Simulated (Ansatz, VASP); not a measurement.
## Mg: VASP beside Ansatz

Contents of POSCAR:

```
Mg
1.0
    0.0000000000      2.1984420020      2.1984420020
    2.1984420020      0.0000000000      2.1984420020
    2.1984420020      2.1984420020      0.0000000000
Mg
1
Direct
    0.0000000000      0.0000000000      0.0000000000
```

File INCAR.step1:

```
SYSTEM = Mg
PREC = Accurate
ENCUT = 520
EDIFF = 1E-5
ISMEAR = 0
SIGMA = 0.01
LREAL = .FALSE.
LASPH = .TRUE.
NELM = 60
ALGO = Normal
ISIF = 2
LWAVE = .TRUE.
LCHARG = .FALSE.
GGA = PE
NBANDS = 7
```

Contents of INCAR.step2:

```
SYSTEM = Mg
PREC = Accurate
ENCUT = 520
EDIFF = 1E-7
ISMEAR = 0
SIGMA = 0.01
LREAL = .FALSE.
LASPH = .TRUE.
NELM = 60
ALGO = Normal
ISIF = 2
LWAVE = .FALSE.
LCHARG = .FALSE.
GGA = PE
LHFCALC = .TRUE.
HFSCREEN = 0.2079
PRECFOCK = Normal
ISTART = 1
NBANDS = 7
```

File KPOINTS:

```
regular mesh
0
G
  7 7 7
  0 0 0
```

File input.yaml:

```yaml
crystal:
  lattice:
    - [0.0, 2.198442002, 2.198442002]
    - [2.198442002, 0.0, 2.198442002]
    - [2.198442002, 2.198442002, 0.0]
  atoms:
    - { symbol: Mg, position: [0.0, 0.0, 0.0] }
hamiltonian:
  xc: hse06
  pseudopotentials: { kind: nc, source: spms }
kpoints:
  mp_grid: { grid: [7, 7, 7] }
scf:
  occupations: { method: gaussian, width: 0.01 }
output:
  forces: true
  stress: true
  eigenvalues: true
  write_density: true
  write_potential: true
  elf: true
  volumetric_format: npy
```

This isn't the form of Mg at room conditions, which is hcp.

Alike in both runs: task single point; functional HSE06; k mesh 7 × 7 × 7; occupations gaussian, width 0.01 eV; no spin polarisation.

```csv
,VASP,Ansatz
version,VASP 6.6.1,Ansatz 0.2.0
potentials or method,"VASP PAW PBE potentials, release 64 (Mg)",SPMS NC
plane-wave cutoff (eV),520,762
valence electrons in the cell,2,10
```

VASP gave:

* gap on the k mesh at the Fermi level (eV): none
* pressure (GPa): 3.3

Problem. What did Ansatz give for the same quantities?

Solution. gap on the k mesh at the Fermi level (eV): none; pressure (GPa): 3.8.

A gap of «none» marks a metal or a gap that the smearing closes. The two sets of potentials don't hold the same shells in valence.

Caveats: the PAW data sets were made with another functional, which shifts forces and pressure a little (VASP); odd divisions of the mesh miss points on the zone boundary, where band edges often lie, so the gap on the mesh can be too wide (Ansatz); the potentials were made for another functional, which shifts forces and pressure (Ansatz); the thresholds are loose for stress (Ansatz).
